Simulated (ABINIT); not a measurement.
The system is Rh.

```
CELL_PARAMETERS angstrom
2.73098 0.00000 0.00000
-1.36549 2.36510 0.00000
0.00000 0.00000 4.42849
ATOMIC_POSITIONS crystal
Rh 0.33333 0.66667 0.25000
Rh 0.66667 0.33333 0.75000
```

This isn't the form of Rh at room conditions, which is fcc.

| Property | Result |
| --- | --- |
| Program | ABINIT 10.8.3 (patched build) |
| Task | relaxation of cell and atoms |
| Functional | r2SCAN |
| Potentials or basis | JTH PAW PBE v2.0 |
| Cutoff | 517 eV |
| k mesh | 9 × 9 × 5 |
| Occupations | fermi-dirac, width 0.05 eV |
| Spin | no spin polarisation |

At the start: pressure -8.9 GPa; volume 14.30 Å³/atom.

Task: Where does the relaxation end?

Result: Over 3 steps the energy falls by 14.0 meV/atom and the volume is 13.81 Å³/atom (-3.4 %); space group P6_3/mmc (No. 194, to 0.05 Å).

The path:
```
step  energy change (eV)  largest force (eV/Å)  pressure (GPa)  volume (Å³)
   1              0.0000                0.0000           -8.90        28.60
   2             -0.0268                0.0000           -1.98        27.83
   3             -0.0280                0.0000            0.11        27.62
```

Final structure:
```
CELL_PARAMETERS angstrom
2.69990 0.00000 0.00000
-1.34995 2.33818 0.00000
0.00000 0.00000 4.37540
ATOMIC_POSITIONS crystal
Rh 0.33333 0.66667 0.25000
Rh 0.66667 0.33333 0.75000
```

Caveat: the PAW data sets were made with another functional, which shifts forces and pressure a little.
